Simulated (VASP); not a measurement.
Set up this calculation in VASP 6.6.1, as the native input.

```yaml
Task: relaxation of cell and atoms
Functional: PBE
Potentials_or_basis: VASP PAW PBE potentials, release 64 (Ta_pv, Si)
Cutoff: 600 eV
k_mesh: 5 × 5 × 3
Occupations: fermi-dirac, width 0.05 eV
Spin: no spin polarisation
Further_INCAR_settings: LREAL = Auto; ALGO = Fast; EDIFF = 1e-06; BMIX = 2.0; IBRION = 2; EDIFFG = -0.01; NSW = 40; ISIF = 3
```

The structure of TaSi2 lies in POSCAR:

```
TaSi2
1.0
    4.7800000000      0.0000000000      0.0000000000
   -2.3900000000      4.1396014301      0.0000000000
    0.0000000000      0.0000000000      6.5640000000
Ta Si
3 6
Direct
    0.0000000000      0.5000000000      0.1666666667
    0.5000000000      0.5000000000      0.8333333333
    0.5000000000      0.0000000000      0.5000000000
    0.3333000000      0.1666500000      0.1666666667
    0.1666500000      0.8333500000      0.8333333333
    0.8333500000      0.6667000000      0.5000000000
    0.6667000000      0.8333500000      0.1666666667
    0.8333500000      0.1666500000      0.8333333333
    0.1666500000      0.3333000000      0.5000000000
```

The input as run:

INCAR

```
SYSTEM = TaSi2
PREC = Accurate
ENCUT = 600
EDIFF = 1E-6
ISMEAR = -1
SIGMA = 0.05
LREAL = Auto
LASPH = .TRUE.
NELM = 60
ALGO = Fast
ISIF = 3
LWAVE = .FALSE.
LCHARG = .FALSE.
GGA = PE
IBRION = 2
NSW = 40
EDIFFG = -0.01
BMIX = 2.0
```

KPOINTS

```
regular mesh
0
G
  5 5 3
  0 0 0
```

Potentials or basis: VASP PAW PBE potentials, release 64 (Ta_pv, Si).

Launch:

```bash
$ cat potpaw_PBE.64/Ta_pv/POTCAR potpaw_PBE.64/Si/POTCAR > POTCAR
$ mpirun -np 1 vasp_std > vasp.out
```

It gave:

- Relaxed volume: 14.67 Å³/atom
- Relaxed cell: a = 4.814 Å, b = 4.814 Å, c = 6.579 Å, α = 90.00°, β = 90.00°, γ = 120.00°
- Space group after relaxing (to 0.05 Å): P6_222 (No. 180)
- Energy gained by relaxing: 20.4 meV/atom
- Ionic steps: 7
- Pressure after relaxing: 0.1 GPa
- Largest force after relaxing: 0.007 eV/Å
- Band gap on the k mesh: none (metal or under the smearing width)

Run time: 6.3 min on 1 thread of AMD EPYC 7R43 64-Core Processor (Zen 3), on a shared host, peak memory 0.28 GiB.
